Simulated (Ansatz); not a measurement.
# 72-atom supercell of rutile TiO2 with displaced atoms

How much do forces and the gap depend on the functional when the atoms are displaced? Levels: PBEsol and PBE0.

Program: Ansatz 0.2.0, PAW, plane waves. These are calculated values, not measurements.

## (1) Starting point

72 atoms (24 Ti, 48 O); a = 9.183 Å, b = 9.183 Å, c = 8.817 Å, α = 90.00°, β = 90.00°, γ = 90.00°. All atoms were shaken off their sites by about 0.15 Å along each axis.

Steps to follow: (2) PBEsol single point at the single k point (¼, ¼, ¼), on 1 × NVIDIA GB300 with 8 threads of Arm Neoverse-V2; (3) PBE0 single point at the single k point (¼, ¼, ¼), on 1 × NVIDIA GB300 with 8 threads of Arm Neoverse-V2.

## (2) Single point with PBEsol

File in.yaml:

```yaml
crystal:
  lattice:
    - [9.182828, 0.000000, 0.000000]
    - [0.000000, 9.182828, 0.000000]
    - [0.000000, 0.000000, 8.816612]
  atoms:
    - { symbol: Ti, position: [0.992349, 0.021234, 0.968948] }
    - { symbol: Ti, position: [0.025641, 0.013790, 0.311241] }
    - { symbol: Ti, position: [0.017129, 0.010562, 0.666327] }
    - { symbol: Ti, position: [0.993848, 0.498597, 0.989095] }
    - { symbol: Ti, position: [0.025060, 0.487299, 0.342483] }
    - { symbol: Ti, position: [0.972288, 0.507100, 0.679017] }
    - { symbol: Ti, position: [0.513101, 0.981073, 0.023311] }
    - { symbol: Ti, position: [0.520179, 0.998248, 0.357460] }
    - { symbol: Ti, position: [0.472318, 0.996547, 0.676360] }
    - { symbol: Ti, position: [0.506009, 0.512900, 0.998720] }
    - { symbol: Ti, position: [0.476215, 0.485054, 0.303280] }
    - { symbol: Ti, position: [0.500819, 0.476639, 0.644927] }
    - { symbol: Ti, position: [0.260549, 0.227899, 0.141633] }
    - { symbol: Ti, position: [0.259841, 0.257443, 0.514837] }
    - { symbol: Ti, position: [0.239656, 0.235070, 0.836455] }
    - { symbol: Ti, position: [0.220312, 0.769544, 0.147283] }
    - { symbol: Ti, position: [0.271129, 0.718161, 0.499968] }
    - { symbol: Ti, position: [0.258146, 0.764494, 0.835820] }
    - { symbol: Ti, position: [0.731651, 0.241750, 0.188373] }
    - { symbol: Ti, position: [0.736646, 0.280475, 0.512134] }
    - { symbol: Ti, position: [0.753345, 0.208355, 0.812833] }
    - { symbol: Ti, position: [0.748883, 0.736882, 0.161844] }
    - { symbol: Ti, position: [0.717326, 0.743563, 0.480467] }
    - { symbol: Ti, position: [0.754623, 0.788293, 0.841262] }
    - { symbol: O, position: [0.174044, 0.153403, 0.010109] }
    - { symbol: O, position: [0.139345, 0.147864, 0.335636] }
    - { symbol: O, position: [0.150050, 0.131476, 0.676719] }
    - { symbol: O, position: [0.146216, 0.677940, 0.011588] }
    - { symbol: O, position: [0.156519, 0.626428, 0.339365] }
    - { symbol: O, position: [0.148889, 0.659211, 0.633182] }
    - { symbol: O, position: [0.636828, 0.125941, 0.980540] }
    - { symbol: O, position: [0.642420, 0.151123, 0.344305] }
    - { symbol: O, position: [0.605663, 0.159639, 0.690455] }
    - { symbol: O, position: [0.663978, 0.663654, 0.980368] }
    - { symbol: O, position: [0.664505, 0.643553, 0.345635] }
    - { symbol: O, position: [0.659953, 0.655212, 0.704406] }
    - { symbol: O, position: [0.362783, 0.342228, 0.005585] }
    - { symbol: O, position: [0.342075, 0.327460, 0.324188] }
    - { symbol: O, position: [0.337827, 0.352377, 0.637203] }
    - { symbol: O, position: [0.326852, 0.841887, 0.012163] }
    - { symbol: O, position: [0.339861, 0.826888, 0.342043] }
    - { symbol: O, position: [0.319750, 0.830363, 0.657647] }
    - { symbol: O, position: [0.851279, 0.340913, 0.998519] }
    - { symbol: O, position: [0.849336, 0.326883, 0.333250] }
    - { symbol: O, position: [0.864261, 0.309438, 0.649560] }
    - { symbol: O, position: [0.847425, 0.833511, 0.004336] }
    - { symbol: O, position: [0.858895, 0.887099, 0.331504] }
    - { symbol: O, position: [0.868065, 0.848530, 0.691020] }
    - { symbol: O, position: [0.102772, 0.422093, 0.179433] }
    - { symbol: O, position: [0.097390, 0.404375, 0.527231] }
    - { symbol: O, position: [0.109927, 0.362508, 0.820986] }
    - { symbol: O, position: [0.086676, 0.888616, 0.176459] }
    - { symbol: O, position: [0.090286, 0.905020, 0.509455] }
    - { symbol: O, position: [0.098135, 0.933771, 0.813272] }
    - { symbol: O, position: [0.616199, 0.388873, 0.184322] }
    - { symbol: O, position: [0.592930, 0.418711, 0.522732] }
    - { symbol: O, position: [0.603379, 0.391851, 0.823549] }
    - { symbol: O, position: [0.608978, 0.893733, 0.166250] }
    - { symbol: O, position: [0.610086, 0.881660, 0.529331] }
    - { symbol: O, position: [0.609724, 0.913275, 0.847309] }
    - { symbol: O, position: [0.400732, 0.085226, 0.179894] }
    - { symbol: O, position: [0.375004, 0.086964, 0.530005] }
    - { symbol: O, position: [0.400697, 0.085224, 0.813943] }
    - { symbol: O, position: [0.387455, 0.588123, 0.136043] }
    - { symbol: O, position: [0.426685, 0.612009, 0.491658] }
    - { symbol: O, position: [0.405662, 0.628182, 0.855010] }
    - { symbol: O, position: [0.890250, 0.092809, 0.172837] }
    - { symbol: O, position: [0.876961, 0.085319, 0.489180] }
    - { symbol: O, position: [0.887415, 0.100644, 0.804668] }
    - { symbol: O, position: [0.882368, 0.604127, 0.158180] }
    - { symbol: O, position: [0.932081, 0.577196, 0.499816] }
    - { symbol: O, position: [0.878244, 0.579356, 0.839051] }
  symmetry: { detect: false }
kpoints:
  mp_grid: { grid: [1, 1, 1], shift: [0.25, 0.25, 0.25] }
hamiltonian:
  xc: pbesol
scf:
  occupations: { method: fermi_dirac, width: 0.01 }
output:
  forces: true
  eigenvalues: true
  stress: true
  populations: true
  eigenstates: { kpoints: [[0.25, 0.25, 0.25]], e_range: [-6.0, 6.0], localisation: true }
```

## (3) Single point with PBE0

in.yaml, as its differences from that of step 2:

```diff
@@ -82,3 +82,3 @@
 hamiltonian:
-  xc: pbesol
+  xc: pbe0
 scf:
@@ -88,3 +88,2 @@
   eigenvalues: true
-  stress: true
   populations: true
```

**Question.** What will these runs give? Wanted: for each run, top filled to lowest empty; pressure; force change.

**Answer**, as computed:

```
 level         time  top filled to lowest empty (eV)  pressure (GPa)  force change (eV/Å rms)
PBEsol  3.4 s (GPU)                             0.13           21.90                        0
  PBE0   32 s (GPU)                             1.37               -                    0.380
```

At the same k points, PBEsol gives a spacing 1.24 eV smaller than the 1.37 eV of PBE0. The PBE0 single point took about 9.6 times as long as the PBEsol one on the same kind of device. PBE0 forces are 6 % stiffer than those of PBEsol by the slope, and differ by 0.38 eV/Å rms. A spacing under 0.2 eV need not be a band gap: disorder can split levels that lie at the Fermi energy. With one k point the spacing samples only the states that fold onto it, so it can exceed the gap over the zone.
